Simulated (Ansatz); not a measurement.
**Ru: a trial structure relaxed**

Where does Ru go from the start given, Hg type (P6/mmm, No. 191)?

Method: DFT PBE, scalar-relativistic, plane waves, PAW, in Ansatz 0.2.0.

2 further runs of the same task are left out: 2 set aside as unsound or not needed.

## Step 1: Starting point

The structure is hexagonal, space group P6/mmm (No. 191). The conventional cell has a = 3.752 Å, b = 3.752 Å, c = 3.199 Å, α = 90.00°, β = 90.00°, γ = 120.00°. Ru (site symmetry -6m2) is surrounded by 3 Ru at 2.17 Å. Ru (site symmetry 6/mmm) is surrounded by 12 Ru at 2.69 Å.

Structure file:

```cif
data_structure
_symmetry_space_group_name_H-M 'P 1'
_symmetry_Int_Tables_number 1
_cell_length_a 3.7523
_cell_length_b 3.7523
_cell_length_c 3.1985
_cell_angle_alpha 90.000
_cell_angle_beta 90.000
_cell_angle_gamma 120.000
_cell_volume 39.00
loop_
_atom_site_label
_atom_site_type_symbol
_atom_site_fract_x
_atom_site_fract_y
_atom_site_fract_z
_atom_site_occupancy
Ru1 Ru 0.33333 0.66667 0.50000 1
Ru2 Ru 0.00000 0.00000 0.00000 1
Ru3 Ru 0.66667 0.33333 0.50000 1
```

(A quick probe on a coarse mesh, which set the mesh and smearing, is not shown.)

## Step 3: Rough relaxation on the coarse mesh

input.yaml reads:

```yaml
crystal:
  lattice:
    - [3.7522547506, 0.0, 0.0]
    - [-1.8761273753, 3.2495479354, 0.0]
    - [0.0, 0.0, 3.1985064804]
  atoms:
    - { symbol: Ru, position: [0.3333333333, 0.6666666667, 0.5] }
    - { symbol: Ru, position: [0.0, 0.0, 0.0] }
    - { symbol: Ru, position: [0.6666666667, 0.3333333333, 0.5] }
basis:
  ecutwfc: 420
kpoints:
  mp_grid: { grid: [6, 6, 6] }
hamiltonian:
  xc: pbe
scf:
  occupations: { method: gaussian, width: 0.1 }
  lower_state_search: "off"
output:
  forces: true
  stress: true
  eigenvalues: true
relax:
  adjacent_minimum: "off"
  f_tol: 0.04
  max_steps: 70
  cell: { stress_tol: 0.4 }
```

Further runs follow: the relaxation.

Q: Predict the outcome of this session.

The runs gave:

| quantity | value |
| --- | --- |
| cell | a = 4.268 Å, b = 4.268 Å, c = 2.683 Å, α = 90.00°, β = 90.00°, γ = 120.00° |
| space group | P6/mmm (No. 191) |
| volume | 14.11 Å³/atom |
| gap on the mesh | none (metal) |

The space group stayed P6/mmm, and from the first guess the volume went from 13.00 to 14.11 Å³/atom.
